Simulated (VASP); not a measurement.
Wanted: the native input for a VASP 6.6.1 run.

```yaml
Task: relaxation of cell and atoms
Functional: PBE
Potentials_or_basis: VASP PAW PBE potentials, release 64 (Mn_pv, Si)
Cutoff: 600 eV
k_mesh: 9 × 9 × 9
Occupations: gaussian, width 0.05 eV
Spin: collinear spin, ferromagnetic start
Starting_moments: "[4.0, 0.0] μB"
Further_INCAR_settings: ALGO = Normal; EDIFF = 1e-06; IBRION = 2; EDIFFG = -0.01; NSW = 40; ISIF = 3
```

The structure of MnSi lies in POSCAR:

```
MnSi
1.0
    3.0721807200      0.0000000000      0.0000000000
    0.0000000000      3.0721807200      0.0000000000
    0.0000000000      0.0000000000      3.0721807200
Mn Si
1 1
Direct
    0.0000000000      0.0000000000      0.0000000000
    0.5000000000      0.5000000000      0.5000000000
```

The cell was built by a generator and needn't be a form met in nature.

One way to write it, as run:

INCAR

```
PREC = Accurate
ENCUT = 600
EDIFF = 1E-6
ISMEAR = 0
SIGMA = 0.05
LREAL = F
LASPH = T
NELM = 150
ALGO = Normal
ISIF = 3
LWAVE = F
LCHARG = F
ISPIN = 2
MAGMOM = 4 0
LORBIT = 11
LMAXMIX = 4
GGA = PE
IBRION = 2
NSW = 40
EDIFFG = -0.01
```

KPOINTS

```
Automatic mesh
0
Gamma
  9 9 9
```

Potentials or basis: VASP PAW PBE potentials, release 64 (Mn_pv, Si).

The run is started by

```bash
$ cat potpaw_PBE.64/Mn_pv/POTCAR potpaw_PBE.64/Si/POTCAR > POTCAR
$ mpirun -np 1 vasp_std > vasp.out
```

Results of the run:

| Item | Value |
| --- | --- |
| Relaxed volume | 10.92 Å³/atom |
| Relaxed cell | a = 2.795 Å, b = 2.795 Å, c = 2.795 Å, α = 90.00°, β = 90.00°, γ = 90.00° |
| Space group after relaxing (to 0.05 Å) | Pm-3m (No. 221) |
| Energy gained by relaxing | 444.0 meV/atom |
| Ionic steps | 8 |
| Pressure after relaxing | 0.0 GPa |
| Band gap on the k mesh | none (metal or under the smearing width) |
| Net moment | -0.21 μB per cell |
| Site moments | Mn -0.22; Si +0.01 μB |
| Valence electrons inside the program's atomic spheres | Mn 12.11; Si 1.62 |

Caveat: the volume moved by over 15 % at a fixed basis, so the end points are rough; the moment fell far below its start of 4 μB, so a state of higher moment may lie lower in energy.

Wall time 4.9 min on 1 thread of Intel(R) Xeon(R) Platinum 8375C CPU @ 2.90GHz (Ice Lake), with other jobs on the host, peak memory 0.19 GiB.
